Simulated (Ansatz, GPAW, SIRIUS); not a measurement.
The equilibrium volume of CdTe, sorted by core time

**What was measured.** The equilibrium volume of CdTe (F-43m) is reported as 34.11 Å³/atom (arxiv:cond-mat/0608141). The runs below try to reproduce it.

The structure is cubic, space group F-43m (No. 216). The conventional cell has a = 6.410 Å, b = 6.410 Å, c = 6.410 Å, α = 90.00°, β = 90.00°, γ = 90.00°. Te (site symmetry -43m) has 4 Cd at 2.78 Å as nearest neighbours. Cd (site symmetry -43m) has 4 Te at 2.78 Å as nearest neighbours.

```csv
rung,level,program and potentials,cutoff (eV),k mesh,smearing,task,core time,chip,equilibrium volume (Å³/atom),miss,notes
GGA + dispersion,RPBE+D4,"Ansatz, Ansatz PAW",420,7 × 7 × 7,fermi-dirac 0.05,relaxation of cell and atoms,17 s,Arm Neoverse V1,34.60,+1.4 %,"potentials made for PBE, which Ansatz adapts in part"
GGA,PBEsol,"Ansatz, Ansatz PAW",420,7 × 7 × 7,fermi-dirac 0.05,equation of state,19 s,Intel Xeon,34.16,+0.1 %,"potentials made for PBE, which Ansatz adapts in part"
GGA + dispersion,RPBE+D3(BJ)+ATM,"Ansatz, SPMS NC",680,7 × 7 × 7,gaussian 0.15,equation of state,20 s,AMD EPYC 9R14 Zen 4,31.30,-8.2 %,potentials made for PBE
GGA,PBE,"Ansatz, Ansatz PAW",420,7 × 7 × 7,fermi-dirac 0.05,relaxation of cell and atoms,26 s,Intel Xeon,36.22,+6.2 %,-
GGA,revPBE,"Ansatz, Ansatz PAW",420,7 × 7 × 7,fermi-dirac 0.05,relaxation of cell and atoms,28 s,Intel Xeon,37.46,+9.8 %,"potentials made for PBE, which Ansatz adapts in part"
GGA + dispersion,BLYP+D3(BJ),"Ansatz, all-electron LAPW, scalar-relativistic",-,7 × 7 × 7,fermi-dirac 0.05,relaxation of cell and atoms,37 s,Arm Neoverse V2,34.52,+1.2 %,-
GGA + dispersion,RPBE+D4,"Ansatz, all-electron LAPW, scalar-relativistic",-,7 × 7 × 7,fermi-dirac 0.05,relaxation of cell and atoms,38 s,Arm Neoverse V2,34.61,+1.5 %,-
GGA + dispersion,PBE+D3(BJ),"Ansatz, all-electron LAPW, scalar-relativistic",-,7 × 7 × 7,fermi-dirac 0.05,relaxation of cell and atoms,38 s,Arm Neoverse V2,34.60,+1.4 %,-
GGA,PBEsol,"Ansatz, all-electron LAPW, scalar-relativistic",-,7 × 7 × 7,fermi-dirac 0.05,relaxation of cell and atoms,47 s,Arm Neoverse V1,34.17,+0.2 %,-
meta-GGA,r2SCAN,"Ansatz, Ansatz PAW",500,7 × 7 × 7,fermi-dirac 0.05,relaxation of cell and atoms,51 s,Intel Xeon Platinum 8259CL Skylake/Cascade Lake,35.22,+3.3 %,"potentials made for PBE, which Ansatz adapts in part"
meta-GGA + dispersion,r2SCAN+D3(BJ),"Ansatz, Ansatz PAW",500,7 × 7 × 7,fermi-dirac 0.05,equation of state,56 s,Arm Neoverse V1,34.61,+1.5 %,"potentials made for PBE, which Ansatz adapts in part"
GGA + dispersion,PBE+D3(BJ),"GPAW, GPAW PAW data sets (gpaw-data 1.2.1)",600,6 × 6 × 6,fermi-dirac 0.05,equation of state,73 s,Arm Neoverse V2,34.30,+0.6 %,-
GGA + dispersion,BLYP+D3(BJ),"GPAW, PAW data sets generated for this functional",600,6 × 6 × 6,fermi-dirac 0.05,equation of state,93 s,Arm Neoverse V1,34.22,+0.3 %,-
GGA + dispersion,RPBE+D4,"GPAW, the program's PAW data sets (release 1.2.1) made for this functional",600,6 × 6 × 6,fermi-dirac 0.05,equation of state,1.7 min,Arm Neoverse V1,34.30,+0.6 %,-
hybrid,PBEsol0,"Ansatz, Ansatz PAW",420,4 × 4 × 4,fermi-dirac 0.05,relaxation of cell and atoms,2.3 min,Intel Xeon,34.03,-0.2 %,"coarse mesh; potentials made for PBE, which Ansatz adapts in part"
hybrid,HSE06,"Ansatz, Ansatz PAW",420,4 × 4 × 4,fermi-dirac 0.05,relaxation of cell and atoms,2.4 min,Intel Xeon,35.50,+4.1 %,"coarse mesh; potentials made for PBE, which Ansatz adapts in part"
GGA,PBEsol,"SIRIUS, PseudoDojo 0.4.1 PBEsol standard (scalar relativistic)",1388,7 × 7 × 7,fermi-dirac 0.05,equation of state,8 min,Intel Xeon 6975P-C Granite Rapids,34.23,+0.4 %,-
```

Times are single runs on shared hosts and different chips, so they are rough; meshes, cutoffs and the tasks' sizes weigh on the time. All rows: no spin polarisation. Smearing widths are in eV. Meshes differ between rows, which moves values too. Meshes are those of the run's cell of 2 atoms unless a note names another. Relaxations start from the cell shown or near it and stop with a little pressure left. The cell shown, of 32.92 Å³ an atom, is the runs' start and not the measured value. Misses use the values as printed. Runs on faulty files, with rough fits or with known faults for this quantity aren't shown. No row holds spin-orbit coupling.

By rung: GGA + dispersion 31.30 to 34.61; GGA 34.16 to 37.46; meta-GGA 35.22; meta-GGA + dispersion 34.61; hybrid on coarse meshes 34.03 to 35.50 (Å³/atom). Measured: 34.11 Å³/atom (arxiv:cond-mat/0608141). Closest, coarse meshes and atomic bases left aside, is PBEsol with Ansatz, Ansatz PAW (+0.1 %), and PBE misses by +6.2 % on plain settings. The runs are for a static lattice, while measurements hold temperature and zero-point motion.
